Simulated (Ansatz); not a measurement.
## Pressure coefficients of BeSe

```
CELL_PARAMETERS angstrom
0.00000 2.53500 2.53500
2.53500 0.00000 2.53500
2.53500 2.53500 0.00000
ATOMIC_POSITIONS crystal
Be 0.00000 0.00000 0.00000
Se 0.75000 0.75000 0.75000
```

The cell is COD entry 9008837, as deposited and not checked against the literature; nothing was relaxed. It differs from other determinations.

Method: Ansatz 0.2.0, DFT, PBEsol, all-electron LAPW, scalar-relativistic.

Numerical set-up: a Γ-centred 10×10×10 k mesh, Fermi–Dirac smearing of 0.03 eV, basis error target 0.5 meV/atom, no spin polarisation.

The cell is scaled evenly with fractional coordinates held. Semilocal gaps are too small, but their slopes carry over better.

| V/V(cell) | P (GPa) | gap on the k mesh (eV) |
| --- | --- | --- |
| 0.9400 | 9.22 | 2.234 |
| 0.9405 | 9.16 | 2.236 |
| 0.9600 | 6.92 | 2.288 |
| 0.9800 | 4.82 | 2.339 |
| 0.9900 | 3.85 | 2.363 |
| 1.0000 | 2.92 | 2.387 |
| 1.0100 | 2.04 | 2.410 |
| 1.0200 | 1.20 | 2.433 |
| 1.0400 | -0.38 | 2.476 |

(1) From the rows at 0.9900 and 1.0100, what is the bulk modulus at the cell's volume?

(2) What are the gap's volume deformation potential and pressure coefficient?

(3) Predict the row at V/V(cell) = 1.0600. How far is a linear estimate of P off?

## Answers

(1) B = −ΔP/Δln V = −[(2.04) − (3.85)]/0.02000 = 90.5 GPa. This is the modulus at 2.92 GPa, not at zero pressure.

(2) dEg/dln V = (2.410 − 2.363)/0.02000 = 2.35 eV, and dEg/dP = −(dEg/dln V)/B = -26 meV/GPa: pressure narrows the gap.

(3) P = -1.81 GPa, gap 2.516 eV. The linear estimate P(cell) − B ln(V/V(cell)) = -2.35 GPa misses by 0.54 GPa, since the modulus falls on expansion.
